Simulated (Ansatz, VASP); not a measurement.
One calculation of Re, two programs

INCAR

```
SYSTEM = Re
ALGO = Fast
EDIFF = 1E-7
ENCUT = 520
ISIF = 2
ISMEAR = -1
LASPH = .TRUE.
LCHARG = .FALSE.
LREAL = .FALSE.
LWAVE = .FALSE.
NBANDS = 14
NELM = 80
PREC = Accurate
SIGMA = 0.05
```

KPOINTS

```
k-points
0
G
  11 11 6
  0 0 0
```

POSCAR

```
Re
1.0
    2.7044413289      0.0000000000      0.0000000000
   -1.3522206645      2.3421148939      0.0000000000
    0.0000000000      0.0000000000      4.3671907899
Re
2
Direct
    0.6666666667      0.3333333333      0.7500000000
    0.3333333333      0.6666666667      0.2500000000
```

input.yaml

```yaml
crystal:
  lattice:
    - [2.7044413289, 0.0, 0.0]
    - [-1.3522206645, 2.3421148939, 0.0]
    - [0.0, 0.0, 4.3671907899]
  atoms:
    - { symbol: Re, position: [0.6666666667, 0.3333333333, 0.75] }
    - { symbol: Re, position: [0.3333333333, 0.6666666667, 0.25] }
kpoints:
  mp_grid: { grid: [11, 11, 6] }
scf:
  occupations: { method: fermi_dirac, width: 0.05 }
hamiltonian:
  xc: lda
  pseudopotentials: { kind: all_electron, lapw: { basis_error: 0.001 } }
output:
  forces: true
  stress: true
  eigenvalues: true
```

Change from the starting cell: volume scaled by 0.94.

Alike in both runs: task single point; functional LDA; k mesh 11 × 11 × 6; occupations fermi-dirac, width 0.05 eV; no spin polarisation.

|  | VASP | Ansatz |
| --- | --- | --- |
| version | VASP 6.6.1 | Ansatz 0.2.0 |
| potentials or method | VASP PAW LDA potentials, release 64 (Re) | all-electron LAPW, scalar-relativistic |
| plane-wave cutoff (eV) | 520 | see its input |

```tsv
	VASP	Ansatz	Ansatz less VASP
gap on the k mesh at the Fermi level (eV)	none	none	-
pressure (GPa)	17.5	15.3	-2.13
largest component of the traceless stress (GPa)	0.23	0.14	-0.096
```

A gap of «none» marks a metal or a gap that the smearing closes. Ansatz ran all-electron here, so the differences hold the error of VASP's frozen core and of both bases.

Caveats: so large a pressure means that the cell lies far from this level's equilibrium, or that cutoff or potentials fall short (VASP). Spin-orbit coupling is left out, which matters for the levels of Re.
